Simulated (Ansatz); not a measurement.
# CdS (P1) in Ansatz: band structure with PBE+D3(BJ)

Aim: the band structure of CdS with PBE+D3(BJ).

Everything below comes from runs of Ansatz 0.2.0. Logs are shortened: lines on timing, memory, paths and dates and some standing lists are left out, and cuts for length are marked.

### Step 1. The cell of the first run

The typed cell holds 2 atoms: a = 4.261 Å, b = 4.261 Å, c = 5.804 Å, α = 90.00°, β = 90.00°, γ = 120.00°.

The cell comes from a database or a generator and needn't be the stable form of this composition.

### Step 2. Band structure, PBE+D3(BJ) (atoms moved at random, drawn with an rms of 0.15 Å)

Contents of input.yaml:

```yaml
crystal:
  lattice:
    - [4.2611695877, 0.0, 0.0]
    - [-2.1305847939, 3.6902811128, 0.0]
    - [0.0, 0.0, 5.80417294]
  atoms:
    - { symbol: Cd, position: [0.030001, 0.01665, 0.442331] }
    - { symbol: S, position: [0.682909, 0.31529, 0.429186] }
kpoints:
  mp_grid: { grid: [7, 7, 5] }
  band_path:
    path:
      - [0.0, 0.0, 0.0]
      - [0.5, 0.0, 0.0]
      - [0.3333333333, 0.3333333333, 0.0]
      - [0.0, 0.0, 0.0]
      - [0.0, 0.0, 0.5]
      - [0.5, 0.0, 0.5]
      - [0.3333333333, 0.3333333333, 0.5]
      - [0.0, 0.0, 0.5]
    npoints: 6
scf:
  occupations: { method: fermi_dirac, width: 0.02 }
hamiltonian:
  xc: pbe
  dispersion: d3bj
  pseudopotentials: { kind: all_electron, lapw: { basis_error: 0.001 } }
output:
  forces: true
  stress: true
  eigenvalues: true
```

Potentials or basis: all-electron LAPW, scalar-relativistic.

Command:

```bash
> ansatz run input.yaml --threads 1 --pin off --max-ram 3072MiB --backend cpu --events-out ev --progress --plain --runs-dir out
```

The log of the run:

```text
Warning: RAYON_NUM_THREADS=1 ignored (pool sized by the plan → 1); use --threads N
LAPW: plane waves up to 8.600 Å⁻¹, error target 1.0e-3 eV per atom; small_component_spin mean_spin; S in spheres of 1.036 Å, 14 of its electrons in bands, Dirac shells []; Cd in spheres of 1.350 Å, 20 of its electrons in bands, Dirac shells [] (how accurate: hamiltonian.pseudopotentials.lapw.basis_error, Limitations)
Engine: ansatz 0.2.0, x86_64-unknown-linux-gnu
Pseudopotentials: kind: all_electron
Pseudopotential: Cd, LAPW, valence charge 20, lapw/all_electron/scalar/gaussian/Cd, Koelling and Harmon's equation, gaussian nucleus
Pseudopotential: S, LAPW, valence charge 14, lapw/all_electron/scalar/gaussian/S, Koelling and Harmon's equation, gaussian nucleus
Functional definition: PBE
  parameter kappa = 0.804
  parameter beta = 0.06672455060314922
  exchange = pbe_x(kappa = kappa, mu = beta*pi^2/3)
  correlation = pbe_c(beta = beta)
Crystal: 2 atoms, lattice volume = 91.270 Å³
Basis set: ecut = 281.75862041494975 eV, 981 PW (Γ), exchange–correlation at level 2
Bands: 21, of which v1, the nominal top of the filled ones, is band 17 counted from 1 (16 counted from 0)
Symmetry: 1 space group operations
Space group: P1 (ITA 1), of the structure as read, at distance tolerance 4.5e-5 Å
k-points: 123 of 245 (time reversal used)
Non-local potential: Cd, projectors of the file, none
Non-local potential: S, projectors of the file, none
Initial density: superposition of atomic densities (neutral atoms: chi_scale 0, normalization atom)
Initial wavefunctions: plane waves of lowest kinetic energy (no species holds an atomic orbital)
Functional: x = pbe(κ = 0.804, μ = 0.2195149727645171), c = pbe(β = 0.06672455060314922)
iter 1 solved again at ethr=6.72e-3 eV; its pass at ethr=1.00e-1 eV (dr2=2.28e0 eV) is discarded
SCF iter   1: F=—  HF=-163099.989088 eV  |F-HF|=—  |Δ(HF+E_count)|=         —  Δρ=3.21e-2  dr2=2.29e0  ethr=6.72e-3  ⟨swp⟩=2.0  Hψ=17158  notcnv=0
preconditioner: auto → Resta (q_TF=auto, 2.314 Å⁻¹)  ε∞=3.1  [insulator: Δε(μ)=2.106 eV  Ē_g=11.289 eV  σ=0.020 eV  W_gap=1.00  n_scr=22 (ndim 8)  ℏωp=16.5 eV  f_vac=0.446  D(μ)=0.00/eV (n_scr^D=0)  ε∞_Penn≈3.1]
SCF iter   2: F=—  HF=-163099.240058 eV  |F-HF|=—  |Δ(HF+E_count)|=   7.49e-1  Δρ=1.10e-2  dr2=2.35e-1  ethr=6.72e-3  ⟨swp⟩=2.8  Hψ=7713  notcnv=0
SCF iter   3: F=—  HF=-163099.191516 eV  |F-HF|=—  |Δ(HF+E_count)|=   4.85e-2  Δρ=5.75e-3  dr2=5.84e-2  ethr=6.92e-4  ⟨swp⟩=2.3  Hψ=7535  notcnv=0
iter 4 solved again at ethr=1.37e-5 eV; its pass at ethr=1.72e-4 eV (dr2=4.65e-3 eV) is discarded
SCF iter   4: F=—  HF=-163099.188008 eV  |F-HF|=—  |Δ(HF+E_count)|=         —  Δρ=1.89e-3  dr2=4.63e-3  ethr=1.37e-5  ⟨swp⟩=2.0  Hψ=13161  notcnv=0
the basis was enlarged: its passes take 138.3 KiB over the memory plan, 1 of 1 planned eigensolver slots
SCF iter   5: F=—  HF=-163099.186003 eV  |F-HF|=—  |Δ(HF+E_count)|=   2.00e-3  Δρ=7.17e-4  dr2=7.41e-4  ethr=1.36e-5  ⟨swp⟩=2.8  Hψ=7602  notcnv=0
SCF iter   6: F=—  HF=-163099.186972 eV  |F-HF|=—  |Δ(HF+E_count)|=   9.69e-4  Δρ=1.60e-4  dr2=4.79e-5  ethr=2.18e-6  ⟨swp⟩=3.0  Hψ=7846  notcnv=0
SCF iter   7: F=—  HF=-163099.187074 eV  |F-HF|=—  |Δ(HF+E_count)|=   1.02e-4  Δρ=3.39e-5  dr2=1.72e-6  ethr=1.41e-7  ⟨swp⟩=3.0  Hψ=7660  notcnv=0
SCF iter   8: F=—  HF=-163099.187079 eV  |F-HF|=—  |Δ(HF+E_count)|=   5.24e-6  Δρ=9.39e-6  dr2=1.37e-7  ethr=5.06e-9  ⟨swp⟩=3.0  Hψ=7354  notcnv=0
SCF iter   9: F=-163099.187079 eV  HF=-163099.187079 eV  |F-HF|=8.15e-10  |Δ(HF+E_count)|=   2.55e-7  Δρ=3.57e-6  dr2=2.04e-8  ethr=4.02e-10  ⟨swp⟩=3.0  Hψ=7502  notcnv=0
SCF 1 converged in 9 iterations: F = -163099.187079 eV  dr2 = 2.04e-8
NSCF: frozen V_eff on 43 k-points
SCF converged after 9 iterations
Free energy (F): -163099.187079 eV
Harris-Foulkes:  -163099.187079 eV  (|F-HF|=8.15e-10)
Internal energy: -163099.187079 eV  (E = F + TS)
E sigma→0 (E₀):  -163099.187079 eV
Fermi energy:    2.238621 eV
--- Per-component energies (eV) ---
  E_band       = -1934.039529
  E_kinetic    = 170386.815329
  E_xc         = -4907.128059
  E_electrostatic = -328578.564475  (all electrons and nuclei)
  E_disp       = -0.309873  (pairwise vdW)
  E_smearing   = -0.000000  (= −TS)
  E_closure    = 0.000000  (closes the sum)
  E_atoms      = -163093.279048  (free atoms, spherical and without spin; not in F)
  Σ components = -163099.187079   (vs F -163099.187079, Δ=0.00e0)
  Basis errors (estimates in eV, not in F): energy 5.2e-4 per atom: plane waves 4.7e-4 (2.9e-4 summed), levels above the bands 7.2e-141, relativity 2.0e-8, radial functions 4.1e-5, core shells 1.1e-6; eigenvalues (radial functions only) 2.0e-6; not estimated: angular momenta, meshes, grids; target (lapw.basis_error) 1.0e-3; muffin-tin radii S 1.036 Å, Cd 1.350 Å
--- Forces (eV/Å), atoms counted from 1 ---
  atom   1  Cd     0.16848839    -0.75807176     0.00073110
  atom   2  S     -0.16850011     0.75810964    -0.00073621
  max |Σ_I F_I| component: 3.79e-5 eV/Å
--- Stress (GPa, compression-positive) ---
        1.134093      -0.297376       0.022613
       -0.297376      -2.201305      -0.101791
        0.022613      -0.101791      -0.377104
  P = ⅓ Tr σ = -0.4814 GPa (-4.814 kbar)
--- Band table (eV; the first three rows and the last of 123) ---
  k-point 0: bands = ["-202.6102", "-147.4341", "-147.4159", "-147.3069", "-99.8976", "-61.0189", "-60.9402", "-60.9349", "-10.2657", "-6.3245", "-6.2310", "-5.7846", "-5.7526", "-5.5506", "0.3308", "1.1575", "1.5621", "2.8800", "6.9505", "8.0228", "8.3765"]
  k-point 1: bands = ["-202.6102", "-147.4341", "-147.4159", "-147.3069", "-99.8976", "-61.0189", "-60.9402", "-60.9349", "-10.2646", "-6.3245", "-6.2309", "-5.7848", "-5.7528", "-5.5473", "0.2517", "1.1590", "1.5644", "2.9819", "6.7299", "8.0392", "8.6374"]
  k-point 2: bands = ["-202.6102", "-147.4341", "-147.4159", "-147.3069", "-99.8976", "-61.0189", "-60.9402", "-60.9349", "-10.2626", "-6.3244", "-6.2308", "-5.7851", "-5.7530", "-5.5419", "0.1342", "1.1613", "1.5676", "3.1413", "6.4564", "8.0660", "8.6671"]
  k-point 122: bands = ["-202.6102", "-147.4341", "-147.4159", "-147.3069", "-99.8976", "-61.0189", "-60.9404", "-60.9350", "-9.9273", "-6.1438", "-5.9773", "-5.8801", "-5.7726", "-5.4215", "-1.8245", "0.0182", "1.0858", "5.5116", "6.3921", "8.0017", "9.2900"]
```

It took 2 min on 1 thread of Intel Xeon at 2.70GHz, shared host; peak memory 0.6 GiB.

What came out:

```
Free energy             : -163099.1871 eV
Pressure                : -0.5 GPa
Largest force           : 0.777 eV/Å
Band gap on the k mesh  : 1.31 eV, indirect (least direct gap 1.32 eV)
Band gap along the path : 1.31 eV, indirect (least direct gap 1.32 eV)
```

Forces on the atoms (eV/Å):
```
Cd   0.168 -0.758  0.001
S   -0.169  0.758 -0.001
```

Stress tensor (GPa, compression positive):
```
 1.13 -0.30  0.02
-0.30 -2.20 -0.10
 0.02 -0.10 -0.38
```

Levels at the corners of the path, in eV from the valence-band top:
| point | band 13 | band 14 | band 15 | band 16 | band 17 | band 18 | band 19 | band 20 | band 21 |
| --- | --- | --- | --- | --- | --- | --- | --- | --- | --- |
| Γ | -7.32 | -7.12 | -1.24 | -0.41 | -0.01 | 1.31 | 5.38 | 6.45 | 6.81 |
| M | -7.34 | -6.97 | -3.83 | -1.45 | -0.31 | 3.57 | 4.89 | 6.57 | 7.23 |
| K | -7.37 | -6.79 | -3.58 | -2.55 | -0.22 | 4.85 | 5.21 | 7.16 | 7.30 |
| Γ | -7.32 | -7.12 | -1.24 | -0.41 | -0.01 | 1.31 | 5.38 | 6.45 | 6.81 |
| A | -7.32 | -7.11 | -1.45 | -0.41 | 0.00 | 1.60 | 4.85 | 6.50 | 7.10 |
| L | -7.34 | -6.97 | -3.80 | -1.44 | -0.42 | 3.72 | 4.02 | 7.60 | 7.83 |
| H | -7.37 | -6.79 | -3.55 | -2.54 | -0.32 | 4.19 | 5.30 | 6.68 | 8.04 |
| A | -7.32 | -7.11 | -1.45 | -0.41 | 0.00 | 1.60 | 4.85 | 6.50 | 7.10 |
